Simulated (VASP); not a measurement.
# Os (P6_3/mmc) in VASP: a series of runs, part 2 of 2

VASP 6.6.1. Earlier steps stand in the parts before.

### Step 3. Relaxation of shape and atoms at fixed volume, r2SCAN (a relaxed cell with its volume scaled by 1.04)

Contents of INCAR:

```
  ALGO = Normal
  EDIFF = 1E-7
  EDIFFG = -0.01
  ENCUT = 600
  IBRION = 2
  ISIF = 4
  ISMEAR = 1
  LASPH = True
  LCHARG = False
  LMIXTAU = True
  LREAL = False
  LWAVE = False
  METAGGA = R2SCAN
  NELM = 80
  NSW = 40
  PREC = Accurate
  SIGMA = 0.1
```

Contents of KPOINTS:

```
k-points
0
Gamma
  15 15 9
```

Contents of POSCAR:

```
Os                                      
1.0
    2.7741444065      0.0000000000      0.0000000000
   -1.3870722032      2.4024795297      0.0000000000
    0.0000000000      0.0000000000      4.3835066851
  Os            
     2
Direct
     0.3333333332999970    0.6666666667000030    0.2500000000000000
     0.6666666667000030    0.3333333332999970    0.7500000000000000
```

Potentials or basis: VASP PAW PBE potentials, release 64 (Os).

Run with:

```sh
> cat potpaw_PBE.64/Os/POTCAR > POTCAR
> mpirun -np 1 vasp_std > vasp.out
```

OUTCAR:

```text
EDIFF = 1E-7
   EDIFFG = -0.01
   ENCUT = 600
   IBRION = 2
   ISIF = 4
   ISMEAR = 1
   LASPH = True
   LREAL = False
   METAGGA = R2SCAN
   NELM = 80
   NSW = 40
   PREC = Accurate

 ion  position               nearest neighbor table
   1  0.333  0.667  0.250-   2 2.71   2 2.71   2 2.71   2 2.71   2 2.71   2 2.71
   2  0.667  0.333  0.750-   1 2.71   1 2.71   1 2.71   1 2.71   1 2.71   1 2.71

  LATTYP: Found a hexagonal cell.
 ALAT       =     2.7741444065
 C/A-ratio  =     1.5801292373

  Lattice vectors:

 A1 = (   2.7741444065,   0.0000000000,   0.0000000000)
 A2 = (  -1.3870722032,   2.4024795297,   0.0000000000)
 A3 = (   0.0000000000,   0.0000000000,   4.3835066851)

Analysis of symmetry for initial positions (statically):
=====================================================================
 Subroutine PRICEL returns:
[... 274 lines left out ...]
      7       6.4515      2.00000
      8       7.0553      2.00000
      9       7.0553      2.00000
     10       8.6481      0.46009
     11      10.2532     -0.00000
     12      10.2532     -0.00000
[... 331 lines left out ...]
 k-point    24 :       0.4000    0.2000    0.0000
  band No.  band energies     occupation
      1       2.2778      2.00000
      2       2.5512      2.00000
      3       2.5936      2.00000
      4       4.6335      2.00000
      5       4.9850      2.00000
      6       5.7013      2.00000
      7       7.0090      2.00000
      8      10.0121     -0.00000
      9      10.5906     -0.00000
     10      10.7789      0.00000
     11      13.6187      0.00000
     12      14.3174      0.00000

 [... further k-points ...]

------------------------ aborting loop because EDIFF is reached ----------------------------------------

  FORCE on cell =-STRESS in cart. coord.  units (eV):
  Direction    XX          YY          ZZ          XY          YZ          ZX
  --------------------------------------------------------------------------------------
  -------------------------------------------------------------------------------------
  Total       -2.8263083     -2.8263083     -2.8260624     -0.0000000     -0.0000000     -0.0000000
  in kB     -154.9957128   -154.9957128   -154.9822260     -0.0000000     -0.0000000     -0.0000000
  external PRESSURE =    -154.9912172 kB  Pullay stress =       0.0000000 kB
[... 17 lines left out ...]
  FREE ENERGIE OF THE ION-ELECTRON SYSTEM (eV)
  ---------------------------------------------------
  free  energy   TOTEN  =      -105.9566512036 eV

  energy  without entropy=     -105.9578960901  energy(sigma->0) =     -105.95706617

 reached required accuracy - stopping structural energy minimisation
```

CONTCAR:

```text
Os
   1.00000000000000
     2.7758591942276460   -0.0000000000014994    0.0000000000000000
    -1.3879295970650907    2.4039645794398905   -0.0000000000000000
     0.0000000000000000    0.0000000000000000    4.3780925331513885
  Os
     2
Direct
     0.3333333332999970    0.6666666667000030    0.2500000000000000
     0.6666666667000030    0.3333333332999970    0.7500000000000000

  0.00000000E+00  0.00000000E+00  0.00000000E+00
  0.00000000E+00  0.00000000E+00  0.00000000E+00
```

It took 5.8 min on 1 thread of Intel Xeon Platinum 8488C (Sapphire Rapids), shared host; peak memory 0.21 GiB.

What came out:

```
Free energy               : -105.9567 eV
Energy gained by relaxing : 0.1 meV/atom
Ionic steps               : 3
Pressure after relaxing   : -15.5 GPa
Band gap on the k mesh    : none (metal or under the smearing width)
```

The path:
```csv
step,energy change (eV),largest force (eV/Å),pressure (GPa)
1,0.0000,0.0000,-15.53
2,0.0002,0.0000,-15.44
3,-0.0001,0.0000,-15.50
```

Final structure:
```yaml
crystal:
  lattice:
    - [2.77586, 0.00000, 0.00000]
    - [-1.38793, 2.40396, 0.00000]
    - [0.00000, 0.00000, 4.37809]
  atoms:
    - { symbol: Os, position: [0.33333, 0.66667, 0.25000] }
    - { symbol: Os, position: [0.66667, 0.33333, 0.75000] }
```

Caveat: the PAW data sets were made with another functional, which shifts forces and pressure a little. Spin-orbit coupling is left out, which matters for the levels of Os.

### Step 4. Relaxation of shape and atoms at fixed volume, r2SCAN (a relaxed cell with its volume scaled by 1.06)

INCAR is that of step 3.

KPOINTS is that of step 3.

Contents of POSCAR:

```
Os                                      
1.0
    2.7918145925      0.0000000000      0.0000000000
   -1.3959072962      2.4177823597      0.0000000000
    0.0000000000      0.0000000000      4.4114278626
  Os            
     2
Direct
     0.3333333332999970    0.6666666667000030    0.2500000000000000
     0.6666666667000030    0.3333333332999970    0.7500000000000000
```

Run with:

```sh
> cat potpaw_PBE.64/Os/POTCAR > POTCAR
> mpirun -np 1 vasp_std > vasp.out
```

It took 5.5 min on 1 thread of Intel Xeon Platinum 8488C (Sapphire Rapids), shared host; peak memory 0.2 GiB.

It converged, with:

- Free energy: -105.8907 eV
- Energy gained by relaxing: 0.1 meV/atom
- Ionic steps: 3
- Pressure after relaxing: -22.0 GPa
- Band gap on the k mesh: none (metal or under the smearing width)

Step by step:
```
step  energy change (eV)  largest force (eV/Å)  pressure (GPa)
   1              0.0000                0.0000          -22.03
   2              0.0003                0.0000          -21.89
   3             -0.0003                0.0000          -21.98
```

Final structure:
```
Os
1.0
     2.79442    0.00000    0.00000
    -1.39721    2.42004    0.00000
     0.00000    0.00000    4.40322
Os
2
Direct
  0.33333 0.66667 0.25000
  0.66667 0.33333 0.75000
```

Levels at points of the mesh, in eV from the Fermi level:
```tsv
k point	band 4	band 5	band 6	band 7	band 8	band 9	band 10	band 11	band 12
(0.00, 0.00, 0.00)	-2.89	-2.62	-2.10	-2.10	-1.52	-1.52	0.05	1.59	1.59
```

Caveat: the PAW data sets were made with another functional, which shifts forces and pressure a little. Spin-orbit coupling is left out, which matters for the levels of Os.

### Step 5. The runs side by side

| cell | gap on the mesh (eV) | pressure (GPa) |
| --- | --- | --- |
| atoms relaxed at fixed volume from: a relaxed cell with its volume scaled by 1.02 | none | -8.2 |
| atoms relaxed at fixed volume from: a relaxed cell with its volume scaled by 1.04 | none | -15.5 |
| atoms relaxed at fixed volume from: a relaxed cell with its volume scaled by 1.06 | none | -22.0 |

Alike in all rows: task relaxation of shape and atoms at fixed volume; level r2SCAN; potentials or basis VASP PAW PBE potentials, release 64 (Os); no spin polarisation; k mesh 15 × 15 × 9; cutoff (eV) 600; smearing methfessel-paxton 0.1 eV.

Caveats: the PAW data sets were made with another functional, which shifts forces and pressure a little.

Total energies depend on the potentials used, so only differences within one code and one set of settings carry meaning.
